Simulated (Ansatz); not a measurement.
# Si3N4: one candidate of a structure search, part 2 of 2

Aim: relax a trial structure of Si3N4 and see where it ends.

Ansatz 0.2.0; DFT PBE, scalar-relativistic, plane waves, PAW. The steps go on from the part before.

### 4 Full relaxation

The end of the coarse run is made exact in the group found at a tolerance of 0.06 Å and reduced to its primitive cell.

Input file input.yaml:

```yaml
crystal:
  lattice:
    - [4.1307765543, 0.0, 0.0]
    - [0.0, 4.1307765543, 0.0]
    - [0.0, 0.0, 4.1307765543]
  atoms:
    - { symbol: Si, position: [0.0, 0.0, 0.5] }
    - { symbol: Si, position: [0.5, 0.0, 0.0] }
    - { symbol: Si, position: [0.0, 0.5, 0.0] }
    - { symbol: "N", position: [0.2395205918, 0.2395205918, 0.7604794082] }
    - { symbol: "N", position: [0.7604794082, 0.7604794082, 0.7604794082] }
    - { symbol: "N", position: [0.2395205918, 0.7604794082, 0.2395205918] }
    - { symbol: "N", position: [0.7604794082, 0.2395205918, 0.2395205918] }
basis:
  ecutwfc: 420
kpoints:
  mp_grid: { grid: [6, 6, 6] }
hamiltonian:
  xc: pbe
scf:
  occupations: { method: gaussian, width: 0.02 }
output:
  forces: true
  stress: true
  eigenvalues: true
  write_density: true
  write_potential: true
  elf: true
  volumetric_format: npy
relax:
  adjacent_minimum: "off"
  f_tol: 0.01
  max_steps: 80
  cell: { stress_tol: 0.05 }
```

The run is started by

```bash
$ ansatz run input.yaml --threads 1 --pin off --max-ram 2048MiB --backend cpu --events-out ev --progress --plain --runs-dir out
```

Log, shortened:

```text
Warning: RAYON_NUM_THREADS=1 ignored (pool sized by the plan → 1); use --threads N
[...]
Pseudopotentials: kind: paw
Pseudopotential: Si, paw, valence charge 4, recommended cutoff 420 eV (normal), Si.paw.azcp
Pseudopotential: N, paw, valence charge 5, recommended cutoff 420 eV (normal), N.paw.azcp
Functional definition: PBE
[...]
Crystal: 7 atoms, lattice volume = 70.485 Å³
Basis set: ecut = 420 eV, 1357 PW (Γ), exchange–correlation on 60×60×60 points (8 copies of the dense FFT grid, shifted against one another)
Bands: 23, of which v1, the nominal top of the filled ones, is band 16 counted from 1 (15 counted from 0)
Symmetry: 24 space group operations
Space group: P-43m (ITA 215), of the structure as read, at distance tolerance 4.1e-5 Å
k-points: 20 of 216 (time reversal used)
[...]
--- Stress (GPa, compression-positive) ---
        0.018080       0.000000       0.000000
        0.000000       0.018080      -0.000000
        0.000000      -0.000000       0.018080
  P = ⅓ Tr σ = 0.0181 GPa (0.181 kbar)
--- Band table (eV; the first three rows and the last of 20) ---
[... band rows left out ...]
[...]
--- Relaxed structure (1 steps of the walk, 1 accepted, 1 SCFs on fresh bases) ---
  F+E_penalty+E_count = -3449.20240718 eV   max|allowed force component| = 2.704e-4 eV/Å   (the final SCF, on the basis selected at the relaxed cell)
  cell:  # Å, volume = 70.4847 Å³
    - [4.1307765543, 0.0, 0.0]
    - [0.0, 4.1307765543, 0.0]
    - [0.0, 0.0, 4.1307765543]
  atoms:
    - { symbol: Si, position: [0.0, 0.0, 0.5] }
    - { symbol: Si, position: [0.5, 0.0, 0.0] }
    - { symbol: Si, position: [0.0, 0.5, 0.0] }
    - { symbol: N, position: [0.2395205918, 0.2395205918, 0.7604794082] }
    - { symbol: N, position: [0.7604794082, 0.7604794082, 0.7604794082] }
    - { symbol: N, position: [0.2395205918, 0.7604794082, 0.2395205918] }
    - { symbol: N, position: [0.7604794082, 0.2395205918, 0.2395205918] }
```

It took 6 s on 1 thread of Intel Xeon at 2.60GHz (Ice Lake), shared host; peak memory 0.37 GiB.

The steps of the relaxation:

```
step  energy from step 1 (eV/cell)  largest force component (eV/Å)  pressure (GPa)  volume (Å³)
   1                        0.0000                          0.0003            0.02        70.48
   2                        0.0000                          0.0003            0.02        70.48
```

Step 1 is the start. Step 2 repeats the geometry before it on a plane-wave basis chosen anew for that cell, so its energy need not be comparable with the rows above.

|  | before | after | change |
| --- | --- | --- | --- |
| a (Å) | 4.131 | 4.131 | 0.0 % |
| b (Å) | 4.131 | 4.131 | 0.0 % |
| c (Å) | 4.131 | 4.131 | 0.0 % |
| volume (Å³/atom) | 10.07 | 10.07 | 0.0 % |
| shortest distance (Å) | 1.765 | 1.765 | 0.0 % |
| space group (0.01 Å) | P-43m | P-43m | same |

The run keeps the 24 symmetry operations of the start, so it could not have lowered the symmetry.

Density in a lattice plane of the grid's cell (edges 4.13 and 4.13 Å, at 0.000 of the third edge), which holds Si.

Ten even steps from '0' (0.05 e/Å³) to '9' (0.49 e/Å³):
```
011235678631113687653211
112346789853335898764321
223467899976567999876432
445678999876667899987654
667899987654445678999876
778999875433233457899987
678998754321112345789987
346787642110001124678764
113566532100000123566531
002455431000000013455420
113566532100000123566531
346787642110001124678764
678998754321112345789987
778999875433233457899987
667899987654445678999876
445678999876667899987654
223467899976567999876432
112346789853335898764321
011235678631113687653211
001234677520002577643210
```
Columns run along the first of these edges and rows up along the second, over one cell in 24 and 20 even steps from the bottom left corner. Atoms in the plane (fractional): Si at (0.00, 0.50), Si at (0.50, 0.00).

ELF in the same plane.

Values, 12 rows by 12 columns:
```
0.05 0.10 0.26 0.45 0.50 0.23 0.14 0.23 0.50 0.45 0.26 0.10
0.14 0.26 0.47 0.61 0.67 0.44 0.22 0.44 0.67 0.61 0.47 0.26
0.27 0.45 0.61 0.62 0.57 0.38 0.24 0.38 0.57 0.62 0.61 0.45
0.25 0.50 0.67 0.57 0.38 0.19 0.11 0.19 0.38 0.57 0.67 0.50
0.13 0.23 0.44 0.38 0.19 0.07 0.04 0.07 0.19 0.38 0.44 0.23
0.41 0.14 0.22 0.24 0.11 0.04 0.02 0.04 0.11 0.24 0.22 0.14
0.13 0.23 0.44 0.38 0.19 0.07 0.04 0.07 0.19 0.38 0.44 0.23
0.25 0.50 0.67 0.57 0.38 0.19 0.11 0.19 0.38 0.57 0.67 0.50
0.27 0.45 0.61 0.62 0.57 0.38 0.24 0.38 0.57 0.62 0.61 0.45
0.14 0.26 0.47 0.61 0.67 0.44 0.22 0.44 0.67 0.61 0.47 0.26
0.05 0.10 0.26 0.45 0.50 0.23 0.14 0.23 0.50 0.45 0.26 0.10
0.04 0.05 0.14 0.27 0.25 0.13 0.41 0.13 0.25 0.27 0.14 0.05
```
Columns run along the first of these edges and rows up along the second, over one cell in 12 and 12 even steps from the bottom left corner. Atoms in the plane (fractional): Si at (0.00, 0.50), Si at (0.50, 0.00).

Both are smooth fields of the valence electrons: close to the nuclei they are not physical.

The highest ELF values outside the cores: 0.90 on the N–Si line, 0.8 Å from N; 0.89 beside N, off the lines to its neighbours, 0.7 Å from N.

### 5 Variant: lower_state_search off, chi_scale 0.0

input.yaml: that of step 4 with these lines changed.

```diff
@@ -21,14 +21,7 @@
   occupations: { method: gaussian, width: 0.02 }
+  lower_state_search: "off"
+  initial_density: { chi_scale: 0.0 }
 output:
   forces: true
+  eigenvalues: true
   stress: true
-  eigenvalues: true
-  write_density: true
-  write_potential: true
-  elf: true
-  volumetric_format: npy
-relax:
-  adjacent_minimum: "off"
-  f_tol: 0.01
-  max_steps: 80
-  cell: { stress_tol: 0.05 }
```

The run is started by

```bash
$ ansatz run input.yaml --threads 1 --pin off --max-ram 2048MiB --backend cpu --events-out ev --progress --plain --runs-dir out
```

Log, shortened:

```text
Warning: RAYON_NUM_THREADS=1 ignored (pool sized by the plan → 1); use --threads N
[...]
Pseudopotentials: kind: paw
Pseudopotential: Si, paw, valence charge 4, recommended cutoff 420 eV (normal), Si.paw.azcp
Pseudopotential: N, paw, valence charge 5, recommended cutoff 420 eV (normal), N.paw.azcp
Functional definition: PBE
[...]
Crystal: 7 atoms, lattice volume = 70.485 Å³
Basis set: ecut = 420 eV, 1357 PW (Γ), exchange–correlation on 60×60×60 points (8 copies of the dense FFT grid, shifted against one another)
Bands: 23, of which v1, the nominal top of the filled ones, is band 16 counted from 1 (15 counted from 0)
Symmetry: 24 space group operations
Space group: P-43m (ITA 215), of the structure as read, at distance tolerance 4.1e-5 Å
k-points: 20 of 216 (time reversal used)
[...]
SCF iter   1: F=—  HF=-3456.816402 eV  |F-HF|=—  |Δ(HF+E_count)|=         —  Δρ=1.81e-1  dr2=2.48e1  ethr=3.10e-3  ⟨swp⟩=6.7  Hψ=2514  notcnv=0
[...]
SCF iter   7: F=-3449.202407 eV  HF=-3449.202407 eV  |F-HF|=5.69e-8  |Δ(HF+E_count)|=   2.17e-6  Δρ=1.06e-5  dr2=5.17e-8  ethr=3.13e-10  ⟨swp⟩=10.4  Hψ=2663  notcnv=0
[...]
SCF converged after 7 iterations
Free energy (F): -3449.202407 eV
[...]
E sigma→0 (E₀):  -3449.202407 eV
Fermi energy:    9.762181 eV
[...]
--- Forces (eV/Å), atoms counted from 1 ---
  atom   1  Si    -0.00000000    -0.00000000    -0.00000000
  atom   2  Si    -0.00000000     0.00000000     0.00000000
  atom   3  Si    -0.00000000     0.00000000    -0.00000000
  atom   4  N      0.00022756     0.00022756    -0.00022756
  atom   5  N     -0.00022756    -0.00022756    -0.00022756
  atom   6  N      0.00022756    -0.00022756     0.00022756
  atom   7  N     -0.00022756     0.00022756     0.00022756
[...]
--- Stress (GPa, compression-positive) ---
        0.017816       0.000000       0.000000
        0.000000       0.017816      -0.000000
       -0.000000      -0.000000       0.017816
  P = ⅓ Tr σ = 0.0178 GPa (0.178 kbar)
--- Band table (eV; the first three rows and the last of 20) ---
[... band rows left out ...]
[...]
```

Wall time 2.6 s (1 thread of Intel Xeon at 2.60GHz (Ice Lake), shared host); peak memory 0.33 GiB.

```csv
run,ending,energy change,pressure (GPa),gap (eV),force (eV/Å),cycles,time
step 4,converged,0,0.0,2.73,0.00,-,6 s
variant,converged,0.0 meV/atom,0.0,2.73,0.00,7,2.6 s
```

The changed input (search for lower states and start) leaves the energy the same to the digits printed.

### 6 Summary of results

What follows sums up all 2 parts. Changes of volume or cell count from the first structure of part 1.

| quantity | value |
| --- | --- |
| symmetry at the end (tolerance 0.02 Å) | space group P-43m (No. 215) |
| conventional cell | a = 4.131 Å, b = 4.131 Å, c = 4.131 Å, α = 90.00°, β = 90.00°, γ = 90.00° |
| volume | 10.07 Å³/atom |
| energy over the elements (uncorrected; H, N, O, F and Cl as molecules) | -0.82 eV/atom |
| gap on the mesh | 2.73 eV |

What this shows: The space group P-43m (No. 215) is kept, and the volume per atom grows by 6.8 % from the first guess. A negative formation energy is needed for stability but isn't enough; other structures and compounds were not set against it here. No finished test with a distortion of lower symmetry is shown, so the end may be a saddle point.
